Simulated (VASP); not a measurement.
Wanted: the native input for a VASP 6.6.1 run.

- Task: relaxation of cell and atoms
- Functional: PBE
- Potentials or basis: VASP PAW PBE potentials, release 64 (Mo_sv, Se)
- Cutoff: 600 eV
- k mesh: 9 × 9 × 2
- Occupations: gaussian, width 0.03 eV
- Spin: no spin polarisation
- Further INCAR settings: ALGO = Normal; EDIFF = 1e-06; IBRION = 2; EDIFFG = -0.01; NSW = 90; ISIF = 3

The structure of MoSe2 lies in POSCAR:

```
MoSe2
1.0
    3.2880000000      0.0000000000      0.0000000000
   -1.6440000000      2.8474915276      0.0000000000
    0.0000000000      0.0000000000     12.9000000000
Mo Se
2 4
Direct
    0.3333333333      0.6666666667      0.2500000000
    0.6666666667      0.3333333333      0.7500000000
    0.3333333333      0.6666666667      0.6250000000
    0.6666666667      0.3333333333      0.1250000000
    0.3333333333      0.6666666667      0.8750000000
    0.6666666667      0.3333333333      0.3750000000
```

One way to write it, as run:

INCAR

```
SYSTEM = MoSe2
ALGO = Normal
EDIFF = 1E-6
EDIFFG = -0.01
ENCUT = 600
GGA = PE
IBRION = 2
ISIF = 3
ISMEAR = 0
KPAR = 2
LASPH = .TRUE.
LCHARG = .FALSE.
LREAL = .FALSE.
LWAVE = .FALSE.
NELM = 80
NSW = 90
PREC = Accurate
SIGMA = 0.03
```

KPOINTS

```
k-points
0
G
  9 9 2
  0 0 0
```

Potentials or basis: VASP PAW PBE potentials, release 64 (Mo_sv, Se).

Launch:

```sh
$ cat potpaw_PBE.64/Mo_sv/POTCAR potpaw_PBE.64/Se/POTCAR > POTCAR
$ mpirun -np 2 vasp_std > vasp.out
```

It gave:

* Relaxed volume: 23.29 Å³/atom
* Relaxed cell: a = 3.323 Å, b = 3.323 Å, c = 14.611 Å, α = 90.00°, β = 90.00°, γ = 120.00°
* Space group after relaxing (to 0.05 Å): P6_3/mmc (No. 194)
* Energy gained by relaxing: 42.4 meV/atom
* Ionic steps: 33
* Pressure after relaxing: 0.0 GPa
* Largest force after relaxing: 0.007 eV/Å
* Band gap on the k mesh: 1.39 eV, indirect (least direct gap 1.42 eV)

Caveat: the volume moved by over 15 % at a fixed basis, so the end points are rough; an odd mesh through Γ misses points on the zone boundary, where band edges often lie; this functional lacks dispersion, which binds the layers, so the pressure and a relaxed spacing across them are unreliable, and here the layers came unbound; the volume moved by +16 % from the deposited cell, more than functionals usually miss.

Wall time 20 min on 2 MPI ranks on Intel(R) Xeon(R) Platinum 8259CL CPU @ 2.50GHz (Skylake/Cascade Lake), on a shared host, peak memory 0.35 GiB a rank.
